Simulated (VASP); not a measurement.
The system is GaP.

```
Ga P
1.0
     0.00000    2.71843    2.71843
     2.71843    0.00000    2.71843
     2.71843    2.71843    0.00000
Ga P
1 1
Direct
  0.00000 0.00000 0.00000
  0.25000 0.25000 0.25000
```

Program: VASP 6.6.1. Alike in all runs: task band structure; potentials or basis VASP PAW PBE potentials, release 64 (Ga_d, P); no spin polarisation; cell as given; k mesh 10 × 10 × 10; cutoff (eV) 520; smearing gaussian 0.03 eV. Hardware: 1 thread of Intel(R) Xeon(R) Platinum 8559C (Emerald Rapids), with other jobs on the host.

Order these runs on this cell by their wall time, lowest first.
A. level r2SCAN
B. level TB-mBJ
C. level PBEsol

C (35 s), B (81 s), A (170 s).
